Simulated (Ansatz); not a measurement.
## HfO2: how the free axis answers a strain

HfO2, P4_2/nmc, a = 3.604 Å, c = 5.264 Å. This isn't the usual stable structure of the compound. Ansatz: PBE, PAW, 420 eV, Γ-centred 6×6×4 mesh on 6 atoms, Gaussian smearing 0.02 eV; no spin polarisation. Series: uniaxial strain along a, with b, c and atoms relaxed; x is the strain in per cent. y is the change of c in per cent of 5.264 Å.

| x (%) | y (%) |
| --- | --- |
| -4.5 | 0.79 |
| -3.0 | 0.43 |
| -1.5 | 0.17 |
| 0.0 | 0.00 |
| 1.5 | ? |
| 3.0 | -0.09 |
| 4.5 | -0.01 |

Question: Fit y = c1 x + c2 x² to the other rows, say what c1 measures, and predict the missing y.

Answer: Least squares on the rows shown. y = −0.08807 x + 0.01919 x². So −c1 = 0.088 is Poisson's ratio for this pair of axes. Along b the same runs (not shown) give 0.63. At x = 1.5 the fit asked for gives -0.09 %. The run gave -0.08 %, so the fit is 0.01 % too low, a small miss on the scale of the series.

Spin–orbit coupling is left out, which can shift energies with elements as heavy as these.